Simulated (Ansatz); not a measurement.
Theory: DFT PBE, scalar-relativistic, plane waves, PAW in Ansatz. All cells share a 420 eV cutoff and Γ-centred k meshes spaced about 0.3 Å⁻¹ or finer (0.25 for metals, 2π included). Collinear spin where magnetic atoms keep a moment.

Relaxed structures of GdN, with energies over the first row. Coordination counts N atoms around Gd (those within 1.25 times the shortest such distance or 1.15 times the sum of covalent radii; a plus sign parts nearer from farther groups).

```csv
#,form,sites,V (Å³/atom),coordination,ΔE (meV/atom),moments
1,P6_3mc,Gd 2b; N 2b,18.1,Gd 4+1,0,ferromagnetic moments up to 6.8 μB
2,"anti-nickel arsenide type, P6_3/mmc",Gd 2c; N 2a,15.3,Gd 6,66,ferromagnetic moments up to 6.9 μB
```

A further structure, relaxed alike (ferromagnetic moments up to 6.9 μB):

```cif
data_structure
_symmetry_space_group_name_H-M 'Fm-3m'
_symmetry_Int_Tables_number 225
_cell_length_a 4.9840
_cell_length_b 4.9840
_cell_length_c 4.9840
_cell_angle_alpha 90.000
_cell_angle_beta 90.000
_cell_angle_gamma 90.000
_cell_volume 123.80
loop_
_atom_site_label
_atom_site_type_symbol
_atom_site_symmetry_multiplicity
_atom_site_Wyckoff_symbol
_atom_site_fract_x
_atom_site_fract_y
_atom_site_fract_z
_atom_site_occupancy
Gd1 Gd 4 a 0.00000 0.00000 0.00000 1
N1 N 4 b 0.50000 0.00000 0.00000 1
```

Question: Where does it fall in the ranking, and at what energy?

Answer: It is the lowest, 75 meV/atom below row 1, with space group Fm-3m (No. 225) and 15.5 Å³/atom; it is of the rock salt type. Counting N atoms around Gd, this cell has Gd 6 and row 1 has Gd 4+1. Gd has 6 N at 2.49 Å; N is surrounded by 6 Gd at 2.49 Å.

The 4f shell of Gd is treated without a Hubbard U, which places its levels poorly. Another magnetic order may lie lower. Cells relaxed within their symmetry can be saddle points. The further cell has the structure into which a cell as deposited in COD relaxes. Some structure types and database cells were kept out of the candidates from the start, so a known form may be missing.
